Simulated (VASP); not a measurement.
# InP: input slips in a phonon run and what they do, part 2 of 2

Some phonon runs on InP get a fault in the input on purpose. Which of them show, and how? The starting structure is a measured crystal structure from the Crystallography Open Database.

VASP 6.6.1.

Results so far: reference T2 302.8 cm⁻¹.

## Step 3: Modes with finite displacements, else as the reference

Level of this step: LDA; plane waves and PAW (In_d, P) (VASP).

Against step 2 the input has IBRION = 6, NFREE = 2, POTIM = 0.015 and no LEPSILON (also changed: NSW).

File INCAR:

```
SYSTEM = InP
PREC = Accurate
ENCUT = 450
EDIFF = 1E-08
NELM = 100
ISMEAR = 0
SIGMA = 0.03
LREAL = .FALSE.
ALGO = Normal
GGA = CA
NBANDS = 15
LORBIT = 11
LWAVE = .FALSE.
LCHARG = .FALSE.
KPAR = 4
IBRION = 6
NFREE = 2
POTIM = 0.015
NSW = 1
ISIF = 2
```

File POSCAR:

```
InP
1.0
    0.0000000000      2.9143661100      2.9143661100
    2.9143661100      0.0000000000      2.9143661100
    2.9143661100      2.9143661100      0.0000000000
In P
1 1
Direct
    0.0000000000      0.0000000000      0.0000000000
    0.7500000000      0.7500000000      0.7500000000
```

File KPOINTS:

```
Automatic mesh
0
Gamma
10 10 10
0 0 0
```

The projector-augmented-wave data sets are In_d and P (LDA family, release 64).

Launch:

```bash
$ mpirun -np 4 vasp_std
```

The log of the run:

```text
[... set-up lines as in an earlier step ...]
 entering main loop
       N       E                     dE             d eps       ncg     rms          rms(c)
[... 16 cycles as in an earlier step ...]
   1 F= -.96743684E+01 E0= -.96743684E+01  d E =-.939260E-15
[...]
2 F= -.96734369E+01 E0= -.96734369E+01  d E =-.704360E-13
[...]
3 F= -.96734369E+01 E0= -.96734369E+01  d E =-.710449E-13
[...]
4 F= -.96734439E+01 E0= -.96734439E+01  d E =-.713435E-13
[...]
5 F= -.96734439E+01 E0= -.96734439E+01  d E =-.712792E-13
 Finite differences progress:
  Degree of freedom:   2/  2
  Displacement:        2/  2
  Total:               4/  4
```

Wall time 31 s (4 MPI ranks of AMD EPYC 9R45, shared host); peak memory 1.1 GiB; 2 min of CPU time.

OUTCAR, selected parts (step 3):

```text
  Total       -0.0003709      0.0022848      0.0022848      0.0000000     -0.1244458      0.0000000
  in kB       -0.0120040      0.0739428      0.0739428      0.0000000     -4.0274362      0.0000000
  external PRESSURE =       0.0452939 kB  Pullay stress =       0.0000000 kB

 POSITION                                       TOTAL-FORCE (eV/Angst)
 -----------------------------------------------------------------------------------
      0.00000      0.00000      0.00000        -0.123212     -0.000000     -0.000000
      4.35655      4.37155      4.37155         0.123212      0.000000      0.000000
 -----------------------------------------------------------------------------------
    total drift:                               -0.000044     -0.000000     -0.000000

  FREE ENERGIE OF THE ION-ELECTRON SYSTEM (eV)
  ---------------------------------------------------
  free  energy   TOTEN  =        -9.6734439417 eV

  energy  without entropy=       -9.6734439417  energy(sigma->0) =       -9.67344394

[... 2 parts as in an earlier step ...]

[... 1 further part left out ...]
[key lines of the parts left out:]
E-fermi :   5.3527
```

The last energy, forces and stress in OUTCAR belong to the last displaced cell, not to that of POSCAR.

With finite displacements, else as the reference the mode is T2 302.7 cm⁻¹, -0.1 cm⁻¹ from the reference.

## Step 4: Modes with perturbation theory asked for with a meta-GGA

A slip made on purpose: perturbation theory asked for with a meta-GGA. Against step 2 the input has METAGGA = R2SCAN, LASPH = .TRUE. and no GGA (also changed: NELM).

File INCAR:

```
SYSTEM = InP
PREC = Accurate
ENCUT = 450
EDIFF = 1E-08
NELM = 60
ISMEAR = 0
SIGMA = 0.03
LREAL = .FALSE.
ALGO = Normal
NBANDS = 15
LORBIT = 11
LWAVE = .FALSE.
LCHARG = .FALSE.
KPAR = 4
IBRION = 8
LEPSILON = .TRUE.
ISIF = 2
METAGGA = R2SCAN
LASPH = .TRUE.
```

POSCAR is that of step 3.

KPOINTS is that of step 3.

Launch:

```bash
$ mpirun -np 4 vasp_std
```

The log of the run:

```text
[banner, memory and clock lines left out]
running    4 mpi-ranks, on    1 nodes
[...]
|                                                                             |
|               ----> ADVICE to this user running VASP <----                  |
|                                                                             |
|     You enforced a specific xc type in the INCAR file but a different       |
|     [... a line on the potential file left out ...]
|     I HOPE YOU KNOW WHAT YOU ARE DOING!                                     |
|                                                                             |

 LDA part: xc-table for (None), standard interpolation
 POSCAR, INCAR and KPOINTS ok, starting setup
[...]
entering main loop
       N       E                     dE             d eps       ncg     rms          rms(c)
DAV:   1    -0.303606490195E+03   -0.30361E+03   -0.79344E+03  1410   0.125E+03
DAV:   2    -0.415217078086E+03   -0.11161E+03   -0.10676E+03  1529   0.296E+02
[...]
1 F= -.41917270E+03 E0= -.41917270E+03  d E =-.288306E-16
|                                                                             |
|     EEEEEEE  RRRRRR   RRRRRR   OOOOOOO  RRRRRR      ###     ###     ###     |
|     E        R     R  R     R  O     O  R     R     ###     ###     ###     |
|     E        R     R  R     R  O     O  R     R     ###     ###     ###     |
|     EEEEE    RRRRRR   RRRRRR   O     O  RRRRRR       #       #       #      |
|     E        R   R    R   R    O     O  R   R                               |
|     E        R    R   R    R   O     O  R    R      ###     ###     ###     |
|     EEEEEEE  R     R  R     R  OOOOOOO  R     R     ###     ###     ###     |
|                                                                             |
|     You have switched on METAGGA and linear-response routines. This         |
|     combination is currently not supported. If you have selected            |
|     LEPSILON=.TRUE., you can try using LCALCEPS=.TRUE. instead. In all      |
|     other cases, VASP will stop. SOOO sorry...                              |
|                                                                             |
|       ---->  I REFUSE TO CONTINUE WITH THIS SICK JOB ... BYE!!! <----       |
|                                                                             |

1
1
1
1
```

The job ended after 30 s (4 MPI ranks).

VASP stopped with this message: “You have switched on METAGGA and linear-response routines. This combination is currently not supported. If you have selected LEPSILON=.TRUE., you can try using LCALCEPS=.TRUE. instead”.

## Step 5: Modes with a structure that was not relaxed

A slip made on purpose: a structure that was not relaxed. Against step 2 the input has another starting structure (also changed: NELM).

INCAR, as its differences from that of step 4:

```diff
@@ -9,2 +9,3 @@
 ALGO = Normal
+GGA = CA
 NBANDS = 15
@@ -17,3 +18 @@
 ISIF = 2
-METAGGA = R2SCAN
-LASPH = .TRUE.
```

File POSCAR:

```
InP
1.0
    0.0000000000      2.9343500000      2.9343500000
    2.9343500000      0.0000000000      2.9343500000
    2.9343500000      2.9343500000      0.0000000000
In P
1 1
Direct
    0.0000000000      0.0000000000      0.0000000000
    0.7500000000      0.7500000000      0.7500000000
```

KPOINTS is that of step 4.

Launch:

```bash
$ mpirun -np 4 vasp_std
```

The log of the run:

```text
[... set-up lines as in an earlier step ...]
 entering main loop
       N       E                     dE             d eps       ncg     rms          rms(c)
DAV:   1     0.106707327606E+03    0.10671E+03   -0.77280E+03  1417   0.119E+03
DAV:   2    -0.257535608934E+01   -0.10928E+03   -0.10473E+03  1459   0.289E+02
DAV:   3    -0.990500451370E+01   -0.73296E+01   -0.72895E+01  1837   0.781E+01
DAV:   4    -0.100925928013E+02   -0.18759E+00   -0.18752E+00  1699   0.138E+01
[...]
DAV:  13    -0.966991270755E+01    0.29946E-07   -0.33291E-07  1753   0.337E-03    0.102E-02
DAV:  14    -0.966991268263E+01    0.24920E-07   -0.41361E-08  1809   0.304E-03    0.285E-03
DAV:  15    -0.966991267356E+01    0.90699E-08   -0.30097E-08  1655   0.158E-03
   1 F= -.96699127E+01 E0= -.96699127E+01  d E =-.383387E-12
 Linear response reoptimize wavefunctions to high precision
DAV:   1    -0.966991267363E+01   -0.70031E-10   -0.13099E-09  1544   0.236E-04
DAV:   2    -0.966991267359E+01    0.32287E-10   -0.61982E-11  1006   0.723E-05
 Linear response G [H, r] |phi>, progress :
  Direction:   1
[...]
RMM:  17    -0.236980085070E+00    0.61386E-08    0.16018E-07  6092   0.615E-05    0.156E-05
 first order change of Fermi-energy   0.21754E-04
 force on displaced ion       1 direction 1 :  -7.835   0.000   0.000
 Born effective charge ion    1 direction 1 :   2.525   0.000   0.000
 Linear response progress:
  Degree of freedom:   2/  2
       N       E                     dE             d eps       ncg     rms          rms(c)
RMM:   1    -0.501936153164E-01   -0.50194E-01    0.34480E-02 10820   0.180E+00
RMM:   2    -0.482175288811E-01    0.19761E-02   -0.40404E-04  8373   0.639E-01    0.150E-01
RMM:   3    -0.487637426369E-01   -0.54621E-03   -0.15518E-03  9501   0.272E-01    0.573E-02
RMM:   4    -0.489993178954E-01   -0.23558E-03   -0.20634E-04  9651   0.103E-01    0.178E-02
[...]
RMM:  12    -0.490215554616E-01   -0.16022E-07    0.33629E-08 10586   0.483E-05    0.363E-05
RMM:  13    -0.490215225768E-01    0.32885E-07   -0.55497E-08  9517   0.299E-05    0.504E-05
RMM:  14    -0.490215322347E-01   -0.96579E-08   -0.54880E-08 10070   0.259E-05    0.527E-06
 first order change of Fermi-energy   0.97369E-04
 force on displaced ion       2 direction 1 :  -7.794  -0.000  -0.000
 Born effective charge ion    2 direction 1 :  -2.604   0.000   0.000
 Born effective charges drift removed
 Linear response finished
```

Run time: 2.2 min. Hardware: 4 MPI ranks; peak memory 1.5 GiB.

From OUTCAR (step 5):

```text
  Total       -0.4395266     -0.4395266     -0.4395266      0.0000000      0.0000000      0.0000000
  in kB      -13.9357399    -13.9357399    -13.9357399      0.0000000      0.0000000      0.0000000
  external PRESSURE =     -13.9357399 kB  Pullay stress =       0.0000000 kB

 POSITION                                       TOTAL-FORCE (eV/Angst)
 -----------------------------------------------------------------------------------
      0.00000      0.00000      0.00000         0.000000      0.000000      0.000000
      4.40152      4.40152      4.40152        -0.000000     -0.000000     -0.000000
 -----------------------------------------------------------------------------------
    total drift:                               -0.000000     -0.000000     -0.000000

 MACROSCOPIC STATIC DIELECTRIC TENSOR (including local field effects in DFT)
 ------------------------------------------------------
          17.212417     0.000000    -0.000000
           0.000000    17.212417     0.000000
           0.000000     0.000000    17.212417
 ------------------------------------------------------

 MACROSCOPIC STATIC DIELECTRIC TENSOR IONIC CONTRIBUTION
 ------------------------------------------------------
           3.021150    -0.000000     0.000000
           0.000000     3.021150     0.000000
           0.000000     0.000000     3.021150
 ------------------------------------------------------

[... 1 part as in an earlier step ...]

[... 1 further part left out ...]
```

With a structure that was not relaxed the mode is T2 294.9 cm⁻¹, -7.9 cm⁻¹ from the reference.

## Step 6: Modes with a k mesh far too coarse

A slip made on purpose: a k mesh far too coarse. Against step 2 the input has a 2×2×2 mesh (also changed: NELM and KPAR).

INCAR, as its differences from that of step 5:

```diff
@@ -14,3 +14,2 @@
 LCHARG = .FALSE.
-KPAR = 4
 IBRION = 8
```

File POSCAR:

```
InP
1.0
    0.0000000000      2.9143661100      2.9143661100
    2.9143661100      0.0000000000      2.9143661100
    2.9143661100      2.9143661100      0.0000000000
In P
1 1
Direct
    0.0000000000      0.0000000000      0.0000000000
    0.7500000000      0.7500000000      0.7500000000
```

File KPOINTS:

```
Automatic mesh
0
Gamma
2 2 2
0 0 0
```

Launch:

```bash
$ mpirun -np 4 vasp_std
```

The log of the run:

```text
[banner, memory and clock lines left out]
running    4 mpi-ranks, on    1 nodes
[...]
LDA part: xc-table for (Slater(with rela. corr.)+CA(PZ))
 , standard interpolation
|                                                                             |
|           W    W    AA    RRRRR   N    N  II  N    N   GGGG   !!!           |
|           W    W   A  A   R    R  NN   N  II  NN   N  G    G  !!!           |
|           W    W  A    A  R    R  N N  N  II  N N  N  G       !!!           |
|           W WW W  AAAAAA  RRRRR   N  N N  II  N  N N  G  GGG   !            |
|           WW  WW  A    A  R   R   N   NN  II  N   NN  G    G                |
|           W    W  A    A  R    R  N    N  II  N    N   GGGG   !!!           |
|                                                                             |
|     The number of bands has been changed from the values supplied in        |
|     The orbitals not found in the WAVECAR file will be initialized with     |
|     random numbers, which is usually adequate. For correlated               |
[...]
RMM:  21    -0.236451347960E+00   -0.40546E-08    0.59785E-08   126   0.162E-06    0.201E-06
 first order change of Fermi-energy  -0.15335E-01
 force on displaced ion       1 direction 1 :  -8.770  -0.000  -0.000
 Born effective charge ion    1 direction 1 :   4.468   0.000   0.000
 Linear response progress:
  Degree of freedom:   2/  2
       N       E                     dE             d eps       ncg     rms          rms(c)
RMM:   1    -0.505216498592E-01   -0.50522E-01    0.45681E-02   344   0.176E+00
RMM:   2    -0.506913141429E-01   -0.16966E-03    0.74664E-04   266   0.565E-01    0.172E-01
RMM:   3    -0.513196154364E-01   -0.62830E-03   -0.13016E-03   306   0.224E-01    0.725E-02
RMM:   4    -0.516606118618E-01   -0.34100E-03   -0.16565E-04   311   0.973E-02    0.227E-02
[...]
RMM:  17    -0.517037288262E-01    0.30640E-07    0.44404E-13   121   0.179E-06    0.979E-07
RMM:  18    -0.517037420844E-01   -0.13258E-07   -0.25480E-13   110   0.129E-06    0.983E-07
RMM:  19    -0.517037396901E-01    0.23943E-08    0.27458E-13    95   0.101E-06    0.923E-07
 first order change of Fermi-energy   0.15335E-01
 force on displaced ion       2 direction 1 :  -8.740   0.000   0.000
 Born effective charge ion    2 direction 1 : -21.598   0.000   0.000
 Born effective charges drift removed
 Linear response finished
```

Wall time 8.4 s (4 MPI ranks); peak memory 0.4 GiB; 32 s of CPU time.

Parts of OUTCAR (step 6):

```text
  Total        1.2639603      1.2639603      1.2639603      0.0000000      0.0000000     -0.0000000
  in kB       40.9054981     40.9054981     40.9054981      0.0000000      0.0000000     -0.0000000
  external PRESSURE =      40.9054981 kB  Pullay stress =       0.0000000 kB

 MACROSCOPIC STATIC DIELECTRIC TENSOR (including local field effects in DFT)
 ------------------------------------------------------
         806.078921    -0.000000     0.000000
          -0.000000   806.078921     0.000000
           0.000000     0.000000   806.078921
 ------------------------------------------------------

 MACROSCOPIC STATIC DIELECTRIC TENSOR IONIC CONTRIBUTION
 ------------------------------------------------------
          70.778135     0.000000     0.000000
           0.000000    70.778135     0.000000
           0.000000     0.000000    70.778135
 ------------------------------------------------------

[... 2 parts as in an earlier step ...]

[... 1 further part left out ...]
```

With a k mesh far too coarse the mode is T2 312.3 cm⁻¹, +9.5 cm⁻¹ from the reference.

## Step 7: Modes with a displacement typed far too large

A slip made on purpose: a displacement typed far too large. Against step 2 the input has IBRION = 6, NFREE = 2, POTIM = 0.25 and no LEPSILON (also changed: NELM and NSW).

INCAR, as its differences from that of step 6:

```diff
@@ -14,4 +14,7 @@
 LCHARG = .FALSE.
-IBRION = 8
-LEPSILON = .TRUE.
+KPAR = 4
+IBRION = 6
+NFREE = 2
+POTIM = 0.25
+NSW = 1
 ISIF = 2
```

POSCAR is that of step 6.

File KPOINTS:

```
Automatic mesh
0
Gamma
10 10 10
0 0 0
```

Launch:

```bash
$ mpirun -np 4 vasp_std
```

The log of the run:

```text
[... set-up lines as in an earlier step ...]
 entering main loop
       N       E                     dE             d eps       ncg     rms          rms(c)
[... 16 cycles as in an earlier step ...]
   1 F= -.96743684E+01 E0= -.96743684E+01  d E =-.939260E-15
[...]
2 F= -.96734369E+01 E0= -.96734369E+01  d E =-.704360E-13
[...]
3 F= -.96734369E+01 E0= -.96734369E+01  d E =-.710449E-13
[...]
4 F= -.96734439E+01 E0= -.96734439E+01  d E =-.713435E-13
[...]
5 F= -.96734439E+01 E0= -.96734439E+01  d E =-.712792E-13
 Finite differences progress:
  Degree of freedom:   2/  2
  Displacement:        2/  2
  Total:               4/  4
```

Wall time 31 s (4 MPI ranks); peak memory 1.1 GiB.

Parts of OUTCAR (step 7):

```text
[... 6 parts as in an earlier step ...]

[... 1 further part left out ...]
[key lines of the parts left out:]
E-fermi :   5.3527
```

With a displacement typed far too large the mode is T2 302.7 cm⁻¹, as with finite displacements, else as the reference.

## Step 8: Comparison

```
                                          run            ended     T2                method  core minutes
                                    reference        converged  302.8   perturbation theory          9.47
  finite displacements, else as the reference        converged  302.7  finite displacements          2.07
perturbation theory asked for with a meta-GGA  stopped by VASP      -   perturbation theory           2.0
             a structure that was not relaxed        converged  294.9   perturbation theory          8.67
                      a k mesh far too coarse        converged  312.3   perturbation theory          0.56
           a displacement typed far too large        converged  302.7  finite displacements          2.07
```

Modes are in cm⁻¹, degenerate ones as one, matched between runs by symmetry and order. A number in brackets counts the listed modes of one symmetry from the lowest. The symmetry labels come from an automatic analysis and can be wrong where levels nearly coincide. Core minutes are wall time times ranks of the run shown, on a shared host.

## Step 9: What came out

| Item | Value |
| --- | --- |
| T2, reference | 302.8 cm⁻¹ |
| T2, finite displacements, else as the reference | 302.7 cm⁻¹ |
| T2, a structure that was not relaxed | 294.9 cm⁻¹ |
| T2, a k mesh far too coarse | 312.3 cm⁻¹ |
| T2, a displacement typed far too large | 302.7 cm⁻¹ |
| run with perturbation theory asked for with a meta-GGA | stopped by VASP |

What this shows: VASP stopped by itself in the run with perturbation theory asked for with a meta-GGA. Finished, but with signs in the output that stand out against the reference: a structure that was not relaxed, with modes off by up to -7.9 cm⁻¹, in T2 (signs: a pressure of -1.4 GPa on the undisplaced cell); a k mesh far too coarse, with modes off by up to +10 cm⁻¹, in T2 (signs: a pressure of 4.1 GPa on the undisplaced cell). The displacement typed far too large never took effect: VASP put its default in its place. Runs with finite displacements are held against the sound run of that kind. The dielectric constants and Born charges in the logs aren't compared here; at a small gap they can be far off, and in a run without a gap they mean nothing. The frequencies are harmonic, and the splitting of polar modes by their long-range field is left out. Further runs on this material are not shown.

[Lines on the potential files, build, host, timing and source positions are cut from VASP's logs without a mark.]

[Logs are printed without paths, hosts, clocks, repeated set-up lines and the standing remarks that a program may print on its own settings, such as how far it seeks lower states.]

[Hosts, paths, dates, database ids (printed as entryN), source tags and the programs' standing remarks are cut or masked in the printed files.]
